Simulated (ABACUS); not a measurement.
W under changes of volume

One of the cells (16.731 Å³/atom); the others are scaled copies at fixed shape and fractional positions:

```xyz
1
Lattice="0.0000 2.0300 2.0300 2.0300 0.0000 2.0300 2.0300 2.0300 0.0000" Properties=species:S:1:pos:R:3 pbc="T T T"
W     0.0000    0.0000    0.0000
```

This isn't the form of W at room conditions, which is bcc.

- Program: ABACUS 3.10.1
- Functional: PBE
- Potentials or basis: PseudoDojo NC SR 0.4.1 PBE standard
- Cutoff: 1361 eV
- Density cutoff: 5442 eV
- Basis: TZDP LCAO (the cutoffs set its grid)
- k mesh: 11 × 11 × 11
- Occupations: fermi-dirac, width 0.05 eV
- Spin: no spin polarisation

```csv
volume (Å³/atom),energy over the lowest point (meV/atom),pressure (GPa)
15.727,34.89,15.6
16.062,10.17,8.3
16.396,0.00,1.7
16.731,2.93,-4.2
17.065,?,?
17.400,42.34,-14.1
17.735,76.61,-18.3
```

Question: What does the run at 17.065 Å³/atom give?

Answer: Energy over the lowest point 17.37 meV/atom; pressure -9.4 GPa.

Worked out: A Birch-Murnaghan fit of order 3 (a polynomial in V^(-2/3)) to the other rows has its minimum at 16.48 Å³/atom with B0 = V·E''(V) = 298 GPa and B' = 4.5. It gives 17.40 meV/atom at 17.065 Å³/atom, against the run's 17.37, and -dE/dV = -9.5 GPa, against -9.4.

Energies are extrapolated to zero smearing.

Caveats: the atomic orbitals were generated for these runs and aren't a published set; the basis of atomic orbitals isn't converged, which shifts pressures, moduli and gaps.
